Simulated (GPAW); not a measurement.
# Rh (Fm-3m) in GPAW: further runs, part 2 of 2

GPAW 26.7.0. The steps go on from the part before.

### Step 4. Single point, PBE

run.py

```python
from ase import Atoms
from ase.dft.bandgap import bandgap
from ase.io import write
from ase.units import GPa
from gpaw import GPAW, PW

atoms = Atoms(['Rh'],
              cell=[[0.0, 1.89785, 1.89785],
                    [1.89785, 0.0, 1.89785],
                    [1.89785, 1.89785, 0.0]],
              scaled_positions=[[0.0, 0.0, 0.0]],
              pbc=True)

calc = GPAW(mode=PW(600),
            xc='PBE',
            kpts={'size': (12, 12, 12), 'gamma': True},
            occupations={'name': 'methfessel-paxton', 'order': 0, 'width': 0.02},
            nbands=16,
            convergence={'density': 1e-05, 'energy': 1e-05},
            maxiter=150,
            txt='gpaw.txt')
atoms.calc = calc
energy = atoms.get_potential_energy()
forces = atoms.get_forces()
stress = atoms.get_stress()
calc.write('gs.gpw')
write('result.traj', atoms)
print(f'Energy: {energy:.6f} eV')
print('Forces (eV/A):')
print(forces.round(4))
print('Stress (GPa):', (stress / GPa).round(3))
print('Fermi level:', round(calc.get_fermi_level(), 4), 'eV')
print(f'Gap: {bandgap(calc)[0]:.4f} eV, direct: {bandgap(calc, direct=True)[0]:.4f} eV')
```

On the command line:

```
> OMP_NUM_THREADS=1 python run.py
```

Wall time 7.5 s (1 thread of Intel Xeon Platinum 8488C (Sapphire Rapids), shared host); peak memory 0.14 GiB.

It converged, with:

```
Free energy            : -7.3065 eV
Pressure               : 9.2 GPa
Band gap on the k mesh : none (metal or under the smearing width)
```

Levels at points of the mesh, in eV from the Fermi level:
| k point | band 5 | band 6 | band 7 | band 8 | band 9 | band 10 |
| --- | --- | --- | --- | --- | --- | --- |
| (0.00, 0.00, 0.00) | -3.16 | -3.16 | -3.16 | -1.07 | -1.07 | 16.28 |
| (0.50, 0.50, 0.00) | -6.02 | 0.47 | 0.93 | 0.93 | 3.22 | 12.27 |
| (0.50, 0.50, 0.50) | -3.24 | -3.24 | 0.50 | 0.50 | 0.68 | 8.65 |

### Step 5. Single point, PBE

Edit run.py of step 4 so:

```diff
@@ -1,4 +1,3 @@
-from ase import Atoms
 from ase.dft.bandgap import bandgap
-from ase.io import write
+from ase.io import read, write
 from ase.units import GPa
@@ -6,8 +5,3 @@
 
-atoms = Atoms(['Rh'],
-              cell=[[0.0, 1.89785, 1.89785],
-                    [1.89785, 0.0, 1.89785],
-                    [1.89785, 1.89785, 0.0]],
-              scaled_positions=[[0.0, 0.0, 0.0]],
-              pbc=True)
+atoms = read('Rh.xyz')
 
@@ -16,3 +10,3 @@
             kpts={'size': (12, 12, 12), 'gamma': True},
-            occupations={'name': 'methfessel-paxton', 'order': 0, 'width': 0.02},
+            occupations={'name': 'methfessel-paxton', 'order': 0, 'width': 0.020999999999999998},
             nbands=16,
```

Rh.xyz

```xyz
1
Lattice="0.0000000000 1.8978500000 1.8978500000 1.8978500000 0.0000000000 1.8978500000 1.8978500000 1.8978500000 0.0000000000" Properties=species:S:1:pos:R:3 pbc="T T T"
Rh     0.0000000000      0.0000000000      0.0000000000
```

Potentials or basis: GPAW PAW data sets (gpaw-data 1.2.1), pw.

On the command line:

```
> OMP_NUM_THREADS=1 python run.py
```

gpaw.txt:

```text
__  _  _
 | _ |_)|_||  |
 |__||  | ||/\| - 26.7.0

Input parameters:
  mode=PW(ecut=600.0),
  convergence={'density': 1e-05, 'energy': 1e-05},
  kpts=MonkhorstPack(size=(12, 12, 12), gamma=True),
  maxiter=150,
  nbands=16,
  occupations=Occupations(name='methfessel-paxton', order=0, width=0.020999999999999998),
  xc=XC(name='PBE')

Diagonalizing LCAO Hamiltonian
Converting LCAO to pw mode

       Rh

Atoms  # Å, Bohr magnetons
|   | symbol |        x |        y |        z |    initial magnetic moments |
|---|--------|----------|----------|----------|-----------------------------|
| 0 |     Rh | 0.000000 | 0.000000 | 0.000000 | ( 0.0000,  0.0000,  0.0000) |

Unit cell  # Å
| periodic |        x |        y |        z |  lengths |    angles |
|----------|----------|----------|----------|----------|-----------|
|      yes | 0.000000 | 1.897850 | 1.897850 | 2.683965 | 60.000000 |
|      yes | 1.897850 | 0.000000 | 1.897850 | 2.683965 | 60.000000 |
|      yes | 1.897850 | 1.897850 | 0.000000 | 2.683965 | 60.000000 |

Number of symmetries: 48
[... 51 lines left out ...]

BZ-sampling:
  Number of BZ points: 1728
  Number of IBZ points: 72

  Monkhorst-Pack size: [12, 12, 12]
  Monkhorst-Pack shift: [0.041666666666666664, 0.041666666666666664, 0.041666666666666664]

K-points  # in reciprocal-cell coordinates
|     |                                coordinates |     weight |
|-----|--------------------------------------------|------------|
|   0 | ( -0.00000000,  -0.00000000,  -0.00000000) | 0.00057870 |
|   1 | (  0.08333333,   0.08333333,  -0.00000000) | 0.00347222 |
|   2 | (  0.08333333,   0.08333333,   0.08333333) | 0.00462963 |
|   3 | (  0.16666667,   0.08333333,   0.08333333) | 0.00694444 |
|   4 | (  0.16666667,   0.16666667,  -0.00000000) | 0.00347222 |
|   5 | (  0.16666667,   0.16666667,   0.08333333) | 0.01388889 |
|   6 | (  0.16666667,   0.16666667,   0.16666667) | 0.00462963 |
|   7 | (  0.25000000,   0.16666667,   0.08333333) | 0.01388889 |
|   8 | (  0.25000000,   0.16666667,   0.16666667) | 0.01388889 |
|   9 | (  0.25000000,   0.25000000,  -0.00000000) | 0.00347222 |
| ... |                                            |            |
|  71 | (  0.50000000,   0.50000000,   0.50000000) | 0.00231481 |

Plane wave coefficients: 471
Cutoff: 600.0 eV

Spin-components: 1 (collinear spins)
Bands:           16
Projectors:      6
Spin-degeneracy: 2
Datatype:        complex128

Parallelization:
  kpt:    1
  domain: 1
  band:   1

Density:
  Valence electrons: 15.0
  Components: 1
  Grid points: [16 16 16]
  Charge: 0.0  # |e|

Potential:
  Grid points: [16 16 16]

species:
  Rh:
    name:    Rhodium
    Z:       45.0
    valence: 15
    core:    30
    charge:  0.0  # [|e|]
    compensation charges:
      type: gauss
      rc: 0.38  # [Å]
      lmax: 2
    cutoffs:
      filter: 2.48  # [Å]
      core: 2.35  # [Å]
    projectors
    | kind |    occ | energy [eV] | rcut [Å] |
    |------|--------|-------------|----------|
    |   5s |  1.000 |      -4.297 |    1.270 |
    |   4p |  6.000 |     -50.429 |    1.381 |
    |   5p |  0.000 |      -0.852 |    1.381 |
    |   4d |  8.000 |      -5.942 |    1.244 |
    |    s |        |      22.915 |    1.270 |
    |    d |        |      21.270 |    1.244 |

    Using partial waves for Rh as LCAO basis

Reference energy: -130134.647000  # eV

eigensolver:
  PPCG
  Converge bands: occupied
  niter=2

density mixing:
  MSR1-Mixer
  Pratt-step length: 0.05
  Maximum mixing coefficient: 0.75
  Old densities: 10
  SVD Regularization: 0.005
  Good broyden scale: 1.0
  Trust region scale: 1.0
  Backstep threshold: 4.0
  History deletion threshold: 6.0
  Fourier metric: weight=20.0, sigma=0.015

occupation numbers:
  Methfessel-Paxton:
    width: 0.0210  # eV
    order: 0

poisson solver:
  ecut: 4800.0  # eV

xc functional:
  name: PBE with 2 nearest neighbor stencil

convergence criteria:
- Maximum integral of absolute [dens]ity change: 1e-05 electrons / valence electron
- Maximum [total energy] change in last 3 cyles: 1e-05 eV / valence electron
- Maximum integral of absolute [eigenst]ate change: 4e-08 eV^2 / valence electron
maximum number of iterations: 150

SCF iterations
|iter     | |      energy | eigst |  dens |
|---------|-|-------------|-------|-------|
|iter:   1| |   -7.916313 | +0.04 |       |
|iter:   2| |   -7.783206 | -2.76 | -1.10 |
|iter:   3| |   -7.311928 | -2.08 | -1.15 |
|iter:   4| |   -7.307730 | -3.57 | -2.28 |
|iter:   5| |   -7.306323 | -3.46 | -2.47 |
|iter:   6| |   -7.306309 | -6.30 | -3.56 |
|iter:   7| |   -7.306307c| -6.57 | -3.79 |
|iter:   8| |   -7.306307c| -7.54c| -5.00c|

Converged in 8 steps
Energy contributions relative to reference atoms: (reference = -130134.647000)

Energy contributions:
  Kinetic:          -2.409500
  Coulomb:           0.054192
  Zero:             -0.056223
  External:          0.000000
  Xc:               -4.894551
  Entropy:          -0.000452
  Spinorbit:         0.000000
  ----------------------------
  Free energy:      -7.306533
  Extrapolated:     -7.306307

dipole moment: (-11.480062, -11.480062, -11.480062)  # |e|*Ang

Fermi level: 11.991
Eigenvalues  # (at kpt = [-0.000, -0.000, -0.000])
| band index |      eig [eV] | occ [0-2] |
|------------|---------------|-----------|
|          0 |       -34.469 |     2.000 |
|          1 |       -34.469 |     2.000 |
|          2 |       -34.469 |     2.000 |
|          3 |         3.953 |     2.000 |
|          4 |         8.829 |     2.000 |
|          5 |         8.829 |     2.000 |
[... 8 lines left out ...]
|         14 |        44.102 |     0.000 |
|         15 |        44.102 |     0.000 |

No gap
No difference between direct/indirect transitions

Forces  # eV/Ang
|        x |        y |       z |
|----------|----------|---------|
| -0.00000 | -0.00000 | 0.00000 |  # Rh   0

Stress tensor  # eV/Ang^3
|         x |         y |         z |
|-----------|-----------|-----------|
| -0.057386 | -0.000000 |  0.000000 |
| -0.000000 | -0.057386 |  0.000000 |
|  0.000000 |  0.000000 | -0.057386 |

# Writing to gs.gpw (mode='')
```

stdout:

```text
Energy: -7.306307 eV
Forces (eV/A):
[[-0. -0.  0.]]
Stress (GPa): [-9.194 -9.194 -9.194  0.     0.    -0.   ]
Fermi level: 11.9909 eV
Gap: 0.0000 eV, direct: 0.0000 eV
```

Wall time 7.5 s (1 thread of Intel Xeon Platinum 8488C (Sapphire Rapids), shared host); peak memory 0.14 GiB.

What came out:

```yaml
Free_energy: -7.3065 eV
Pressure: 9.2 GPa
Band_gap_on_the_k_mesh: none (metal or under the smearing width)
```

### Step 6. Summary

```csv
smearing,gap on the mesh (eV),pressure (GPa)
gaussian 0.018 eV,none,9.2
gaussian 0.019 eV,none,9.2
gaussian 0.02 eV,none,9.2
gaussian 0.021 eV,none,9.2
```

Alike in all rows: task single point; level PBE; potentials or basis GPAW PAW data sets (gpaw-data 1.2.1), pw; no spin polarisation; cell as given; k mesh 12 × 12 × 12; cutoff (eV) 600.

Every run on the cell as given and a fine mesh finds a metal.

Absolute energies hang on the potentials; compare differences alone.
